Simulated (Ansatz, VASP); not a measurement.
# HfN: VASP beside Ansatz

```xyz
4
Lattice="3.1954 0.0000 0.0000 -1.5977 2.7673 0.0000 0.0000 0.0000 5.5230" Properties=species:S:1:pos:R:3 pbc="T T T"
Hf    0.0000    1.8448    1.3808
Hf    1.5977    0.9224    4.1423
N     0.0000    0.0000    2.7615
N     0.0000    0.0000    0.0000
```

Change from the starting cell: volume scaled by 1.06.

Alike in both runs: task single point; functional PBEsol; k mesh 10 × 10 × 5; occupations fermi-dirac, width 0.05 eV; no spin polarisation.

|  | VASP | Ansatz |
| --- | --- | --- |
| version | VASP 6.6.1 | Ansatz 0.2.0 |
| potentials or method | VASP PAW PBE potentials, release 64 (Hf_pv, N) | Ansatz PAW |
| plane-wave cutoff (eV) | 520 | 420 |
| valence electrons in the cell | 30 | 62 |

VASP gave:

| Item | Value |
| --- | --- |
| gap on the k mesh at the Fermi level (eV) | none |
| pressure (GPa) | -18.2 |
| largest component of the traceless stress (GPa) | 0.44 |

Question: What did Ansatz give for the same quantities?

Answer: gap on the k mesh at the Fermi level (eV): none; pressure (GPa): -16.3; largest component of the traceless stress (GPa): 0.50.

A gap of «none» marks a metal or a gap that the smearing closes. The functional is the same, so the differences come from potentials, cutoffs and numerics. The two sets of potentials don't hold the same shells in valence.

Caveats: the PAW data sets were made with another functional, which shifts forces and pressure a little (VASP); the pressure holds a Pulay correction of +0.4 GPa for the finite cutoff (Ansatz); the PAW data sets come from PBE, with cores solved anew for the run's functional, which leaves a small shift of forces and pressure (Ansatz). The runs have no spin-orbit coupling, so splittings on Hf are missing.
